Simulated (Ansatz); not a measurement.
The calculation used DFT PBE, scalar-relativistic, plane waves, PAW in Ansatz 0.2.0. All cells share a 420 eV cutoff and Γ-centred k meshes spaced at most about 0.3 Å⁻¹ (about 0.25 or finer for metals, 2π included). No spin polarisation.

These are static total energies at zero pressure.

Question: Which of these relaxed structures of GaP2 is the lowest in energy?
A.

```xyz
6
Lattice="-2.6783 2.6783 3.4831 2.6783 -2.6783 3.4831 2.6783 2.6783 -3.4831" Properties=species:S:1:pos:R:3 pbc="T T T"
Ga    0.0000    0.0000    1.7416
Ga    0.0000    0.0000    5.2247
P     0.7855    3.4638    0.0000
P     1.8929    0.7855    0.0000
P     1.8929   -0.7855    3.4831
P     0.7855    1.8929    3.4831
```

B.

```xyz
3
Lattice="5.1169 0.0000 0.0000 0.0000 5.1169 0.0000 0.0000 0.0000 2.3768" Properties=species:S:1:pos:R:3 pbc="T T T"
Ga    0.0000    0.0000    0.0000
P     0.0000    2.5584    0.0000
P     2.5584    0.0000    0.0000
```

C.

```xyz
6
Lattice="5.4852 0.0000 0.0000 0.0000 5.4852 0.0000 0.0000 0.0000 4.5788" Properties=species:S:1:pos:R:3 pbc="T T T"
Ga    0.0000    0.0000    0.0000
Ga    2.7426    2.7426    2.2894
P     1.9942    1.9942    0.0000
P     0.7484    4.7368    2.2894
P     3.4910    3.4910    0.0000
P     4.7368    0.7484    2.2894
```

D.

```xyz
6
Lattice="4.9602 0.0000 0.0000 0.0000 6.1256 0.0000 0.0000 0.0000 3.6409" Properties=species:S:1:pos:R:3 pbc="T T T"
Ga    2.4801    0.0000    1.8205
Ga    0.0000    3.0628    0.0000
P     0.8223    0.6549    0.0000
P     4.1379    5.4707    0.0000
P     3.3024    2.4079    1.8205
P     1.6578    3.7177    1.8205
```

E.

```xyz
6
Lattice="3.8150 0.0000 0.0000 -1.9075 3.3039 0.0000 0.0000 0.0000 10.1422" Properties=species:S:1:pos:R:3 pbc="T T T"
Ga    1.9075    1.1013    7.1729
Ga    0.0000    2.2026    2.9693
P     0.0000    2.2026    0.4396
P     1.9075    1.1013    9.7026
P     1.9075    1.1013    3.6805
P     0.0000    2.2026    6.4617
```

Answer: D. The next of these, E, lies 93 meV/atom higher. Forms: D marcasite type, Pnnm; E P-3m1; A I4/mcm; B P4/mmm; C rutile type, P4_2/mnm. Counting P atoms around Ga (those within 1.25 times the shortest such distance or 1.15 times the sum of covalent radii; a plus sign parts nearer from farther groups): D has Ga 6; E has Ga 3+1; A has Ga 8; B has Ga 4; C has Ga 4+2. D holds P–P pairs (shortest 2.10 Å); E holds P–P nets (shortest 2.37 Å); A holds P–P pairs (shortest 2.22 Å); B holds P–P chains (shortest 2.38 Å); C holds P–P pairs (shortest 2.12 Å). All come from invented guesses.

No dispersion correction is applied, so the spacing and binding between layers, chains or molecules are poorly described (P-3m1), and this can change margins and order among such cells. In P4/mmm an odd number of electrons in the primitive cell allows no gap without spin; a larger cell or a magnetic state could open one. Cells relaxed within their symmetry can be saddle points. Some structure types and database cells were kept out of the candidates from the start, so a known form may be missing.
